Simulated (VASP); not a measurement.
Runs of VASP 6.6.1 on CdTe. The structure is cubic, space group F-43m (No. 216). The conventional cell has a = 6.410 Å, b = 6.410 Å, c = 6.410 Å, α = 90.00°, β = 90.00°, γ = 90.00°. Cd (site symmetry -43m) has 4 Te at 2.78 Å as nearest neighbours. Te (site symmetry -43m) is surrounded by 4 Cd at 2.78 Å. 

```tsv
level	potentials or basis	gap on the mesh (eV)	pressure (GPa)	relaxed volume (Å³/atom)
PBEsol	VASP PAW PBE potentials, release 64 (Cd, Te)	0.64	0.0	34.26
PBE+D3(BJ)	VASP PAW PBE potentials, release 64 (Cd, Te)	(b)	0.0	34.67
PBE	VASP PAW PBE potentials, release 64 (Cd, Te)	0.58	0.0	36.30
LDA	VASP PAW LDA potentials, release 64 (Cd, Te)	0.63	0.0	33.12
RPBE	VASP PAW PBE potentials, release 64 (Cd, Te)	(a)	0.0	(c)
```

Alike in all rows: task relaxation of cell and atoms; no spin polarisation; cell relaxed; k mesh 8 × 8 × 8; cutoff (eV) 600; smearing gaussian 0.03 eV.

**Question.** Estimate the missing entries.

**Answer.** (a) 0.60; (b) 0.71; (c) 37.95.

Caveats: spin-orbit coupling is left out, which moves the levels of the heavy elements; the PAW data sets were made with another functional, which shifts forces and pressure a little (some runs); the volume moved by +10 % from the deposited cell, more than functionals usually miss (some runs); the volume moved by over 15 % at a fixed basis, so the end points are rough (some runs); the volume moved by +15 % from the deposited cell, more than functionals usually miss (some runs).

A k mesh can miss the band edges, and the runs leave out spin-orbit coupling on Cd, Te.

Not every run made on this cell is shown here.
